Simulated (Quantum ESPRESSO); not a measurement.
## Zr: zone-centre phonons under several settings

```
Zr
1.0
     3.23200    0.00000    0.00000
    -1.61600    2.79899    0.00000
     0.00000    0.00000    5.14700
Zr
2
Direct
  0.66667 0.33333 0.75000
  0.33333 0.66667 0.25000
```

All runs used Quantum ESPRESSO 7.5; potentials GBRV 1.5 PBEsol; k mesh 9 × 9 × 5; no spin polarisation; cutoff 612 eV; occupations cold, width 0.2 eV.

```csv
level,geometry,volume (Å³/atom),pressure (GPa),lowest optical mode without the field (cm⁻¹),highest optical mode without the field (cm⁻¹)
PBEsol,relaxed at 0 GPa,22.46,0.0,73,169
PBEsol,relaxed at 5 GPa,?,5.0,?,?
PBEsol,relaxed at 10 GPa,20.54,10.0,49,214
PBEsol,relaxed at 40 GPa,17.13,40.0,90i,281
```

Task: What stands in the row left open?

Result: Volume 21.42 Å³/atom; lowest optical mode without the field 61 cm⁻¹; highest optical mode without the field 193 cm⁻¹.

Values marked i are imaginary: the cell is unstable against those modes at that level, or the meshes are too thin.

Caveats: the mesh is thin for the phonons of a metal; the cell is more than 3 GPa from zero pressure, which shifts response properties (some runs); some modes are imaginary (some runs); the volume moved by over 15 % at a fixed basis, so the end points are rough (some runs).

For the row left open. Caveat: the mesh is thin for the phonons of a metal; the cell is more than 3 GPa from zero pressure, which shifts response properties.
